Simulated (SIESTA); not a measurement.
Co:

```
Co
1.0
     2.48736    0.00000    0.00000
    -1.24368    2.15412    0.00000
     0.00000    0.00000    4.06329
Co
2
Direct
  0.33333 0.66667 0.74014
  0.66667 0.33333 0.25986
```

- Program: SIESTA 5.4.2
- Task: single point
- Functional: PBEsol
- Potentials or basis: PseudoDojo 0.4 standard (PBEsol files)
- Basis: DZP (energy shift 0.003 Ry; two zetas on semicore shells)
- Grid cutoff: 800 Ry
- Energy shift: 0.003 Ry
- k mesh: 12 × 12 × 7
- Occupations: fermi-dirac, width 0.05 eV
- Spin: collinear spin, ferromagnetic start
- Starting moments: [2.0, 2.0] μB

On this cell: pressure -9.7 GPa; largest force 0.513 eV/Å; net moment 3.26 μB per cell; site moments Co +1.63 μB; band gap on the k mesh none (metal or under the smearing width).

The same run follows on a disturbed copy (atoms moved at random, drawn with an rms of 0.05 Å):

```
Co
1.0
     2.48736    0.00000    0.00000
    -1.24368    2.15412    0.00000
     0.00000    0.00000    4.06329
Co
2
Direct
  0.33137 0.64975 0.73713
  0.67030 0.32052 0.26370
```

Problem. What does the disturbed cell give?

Solution. The energy (extrapolated to zero smearing) moves by +8.8 meV/atom; pressure -8.7 GPa; largest force 0.758 eV/Å; net moment 3.27 μB per cell; site moments Co +1.63 μB; band gap on the k mesh none (metal or under the smearing width).

Forces on the atoms (eV/Å):
```
Co   0.020  0.023  0.757
Co  -0.021 -0.021 -0.758
```

Stress tensor (GPa, compression positive):
```
-8.02  0.16  0.14
 0.16 -8.39  0.17
 0.14  0.17 -9.55
```

Caveats: short orbitals over semicore shells can move pressures by several GPa; the basis of atomic orbitals isn't converged, which shifts pressures, moduli and gaps.
